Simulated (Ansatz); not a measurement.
Theory: Ansatz, DFT PBE, scalar-relativistic, plane waves, PAW. All cells share a 420 eV cutoff and Γ-centred k meshes spaced at most about 0.3 Å⁻¹ (about 0.25 or finer for metals, 2π included). No spin polarisation.

Temperature and zero-point effects are left out.

Task: Order these relaxed structures of Cd₂Te₃ by energy, lowest first, with the energy over the lowest of them.
A.

```
Cd Te
1.0
     5.63446    0.00000    0.00000
     0.00000    5.63446    0.00000
     0.00000    0.00000    5.63446
Cd Te
2 3
Cartesian
  2.8172 2.8172 2.8172
  0.0000 0.0000 0.0000
  2.8172 0.0000 0.0000
  0.0000 2.8172 0.0000
  0.0000 0.0000 2.8172
```

B.

```
Cd Te
1.0
     6.23345    0.00000    0.00000
    -3.11673    5.39833    0.00000
     0.00000    0.00000    5.88678
Cd Te
2 3
Direct
  0.00000 0.00000 0.26687
  0.00000 0.00000 0.73313
  0.50000 0.00000 0.00000
  0.00000 0.50000 0.00000
  0.50000 0.50000 0.00000
```

Result: B (0 meV/atom), A (286 meV/atom). Forms: B P6/mmm; A Pm-3m. Counting Te atoms around Cd (those within 1.25 times the shortest such distance or 1.15 times the sum of covalent radii; the shortest distance is added where it is long for a bond; a slash parts the counts of unlike sites): B has Cd 6 from 3.5 Å; A has Cd 6/12 from 4.0 Å. Both come from invented guesses. The lowest form computed isn't among them: it has space group P-3m1 (No. 164), 29.8 Å³/atom and lies 0.30 eV/atom below the best shown. Even the lowest of the cells shown lies +0.20 eV/atom against the elements.

These runs have no spin–orbit coupling, which can matter for Te. Cells relaxed within their symmetry can be saddle points. Some candidate types were left out of the draw beforehand, so a known form may be missing.
